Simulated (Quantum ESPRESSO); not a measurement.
A run of Quantum ESPRESSO 7.5:

The input pw.in:

```
&CONTROL
  calculation = 'scf'
  prefix = 'pwscf'
  outdir = './tmp'
  pseudo_dir = './pseudo'
  tprnfor = .true.
  tstress = .true.
  disk_io = 'low'
/
&SYSTEM
  ibrav = 0
  celldm(1) = 8
  nat = 3
  ntyp = 2
  ecutwfc = 45
  ecutrho = 360
  nbnd = 20
  occupations = 'smearing'
  smearing = 'fd'
  degauss = 0.00367493
/
&ELECTRONS
  conv_thr = 6d-10
  electron_maxstep = 120
  mixing_beta = 0.5
/
ATOMIC_SPECIES
Mo    95.9500 mo_lda_v1.uspp.F.UPF
S     32.0600 s_lda_v1.4.uspp.F.UPF
CELL_PARAMETERS alat
  0.7623780122949   0.0000000000000   0.0000000000000
 -0.3811890061475   0.6602387259200   0.0000000000000
  0.0000000000000   0.0000000000000   1.4911057415975
ATOMIC_POSITIONS crystal
Mo     0.0000000000    0.0000000000    0.5000000000
S      0.6666666667    0.3333333333    0.7446806800
S      0.3333333333    0.6666666667    0.2553193200
K_POINTS automatic
9 9 4 0 0 0
```

The input bands.in:

```
&CONTROL
  calculation = 'bands'
  prefix = 'pwscf'
  outdir = './tmp'
  pseudo_dir = './pseudo'
  disk_io = 'low'
  verbosity = 'high'
/
&SYSTEM
  ibrav = 0
  celldm(1) = 8
  nat = 3
  ntyp = 2
  ecutwfc = 45
  ecutrho = 360
  nbnd = 20
  occupations = 'smearing'
  smearing = 'fd'
  degauss = 0.00367493
/
&ELECTRONS
  conv_thr = 1d-08
  electron_maxstep = 120
  mixing_beta = 0.5
  diago_full_acc = .true.
  startingwfc = 'random'
/
ATOMIC_SPECIES
Mo    95.9500 mo_lda_v1.uspp.F.UPF
S     32.0600 s_lda_v1.4.uspp.F.UPF
CELL_PARAMETERS alat
  0.7623780122949   0.0000000000000   0.0000000000000
 -0.3811890061475   0.6602387259200   0.0000000000000
  0.0000000000000   0.0000000000000   1.4911057415975
ATOMIC_POSITIONS crystal
Mo     0.0000000000    0.0000000000    0.5000000000
S      0.6666666667    0.3333333333    0.7446806800
S      0.3333333333    0.6666666667    0.2553193200
K_POINTS crystal
60
 0.0000000000  0.0000000000  0.0000000000 1
 0.0625000000  0.0000000000  0.0000000000 1
 0.1250000000  0.0000000000  0.0000000000 1
 0.1875000000  0.0000000000  0.0000000000 1
 0.2500000000  0.0000000000  0.0000000000 1
 0.3125000000  0.0000000000  0.0000000000 1
 0.3750000000  0.0000000000  0.0000000000 1
 0.4375000000  0.0000000000  0.0000000000 1
 0.5000000000  0.0000000000  0.0000000000 1
 0.4583333333  0.0833333333  0.0000000000 1
 0.4166666667  0.1666666667  0.0000000000 1
 0.3750000000  0.2500000000  0.0000000000 1
 0.3333333333  0.3333333333  0.0000000000 1
 0.3000000000  0.3000000000  0.0000000000 1
 0.2666666667  0.2666666667  0.0000000000 1
 0.2333333333  0.2333333333  0.0000000000 1
 0.2000000000  0.2000000000  0.0000000000 1
 0.1666666667  0.1666666667  0.0000000000 1
 0.1333333333  0.1333333333  0.0000000000 1
 0.1000000000  0.1000000000  0.0000000000 1
 0.0666666667  0.0666666667  0.0000000000 1
 0.0333333333  0.0333333333  0.0000000000 1
 0.0000000000  0.0000000000  0.0000000000 1
 0.0000000000  0.0000000000  0.1666666667 1
 0.0000000000  0.0000000000  0.3333333333 1
 0.0000000000  0.0000000000  0.5000000000 1
 0.0555555556  0.0000000000  0.5000000000 1
 0.1111111111  0.0000000000  0.5000000000 1
 0.1666666667  0.0000000000  0.5000000000 1
 0.2222222222  0.0000000000  0.5000000000 1
 0.2777777778  0.0000000000  0.5000000000 1
 0.3333333333  0.0000000000  0.5000000000 1
 0.3888888889  0.0000000000  0.5000000000 1
 0.4444444444  0.0000000000  0.5000000000 1
 0.5000000000  0.0000000000  0.5000000000 1
 0.4666666667  0.0666666667  0.5000000000 1
 0.4333333333  0.1333333333  0.5000000000 1
 0.4000000000  0.2000000000  0.5000000000 1
 0.3666666667  0.2666666667  0.5000000000 1
 0.3333333333  0.3333333333  0.5000000000 1
 0.3030303030  0.3030303030  0.5000000000 1
 0.2727272727  0.2727272727  0.5000000000 1
 0.2424242424  0.2424242424  0.5000000000 1
 0.2121212121  0.2121212121  0.5000000000 1
 0.1818181818  0.1818181818  0.5000000000 1
 0.1515151515  0.1515151515  0.5000000000 1
 0.1212121212  0.1212121212  0.5000000000 1
 0.0909090909  0.0909090909  0.5000000000 1
 0.0606060606  0.0606060606  0.5000000000 1
 0.0303030303  0.0303030303  0.5000000000 1
 0.0000000000  0.0000000000  0.5000000000 1
 0.5000000000  0.0000000000  0.5000000000 1
 0.5000000000  0.0000000000  0.3333333333 1
 0.5000000000  0.0000000000  0.1666666667 1
 0.5000000000  0.0000000000  0.0000000000 1
 0.3333333333  0.3333333333  0.0000000000 1
 0.3333333333  0.3333333333  0.1250000000 1
 0.3333333333  0.3333333333  0.2500000000 1
 0.3333333333  0.3333333333  0.3750000000 1
 0.3333333333  0.3333333333  0.5000000000 1
```

Potentials or basis: GBRV 1.5 LDA.

The run is started by

```sh
$ OMP_NUM_THREADS=1 mpirun -n 2 pw.x -nk 2 -in pw.in > pw.out
$ OMP_NUM_THREADS=1 mpirun -n 2 pw.x -nk 2 -in bands.in > bands.out
```

Hardware: 2 MPI ranks on Arm Neoverse V1, with other jobs on the host.

Task: Estimate the wall time of this run.

Result: It took 61 s on 2 MPI ranks on Arm Neoverse V1, with other jobs on the host, peak memory 0.28 GiB a rank. Counts: scf iterations 10, k pools 2, bands 20, k points 43, g dense 44365.
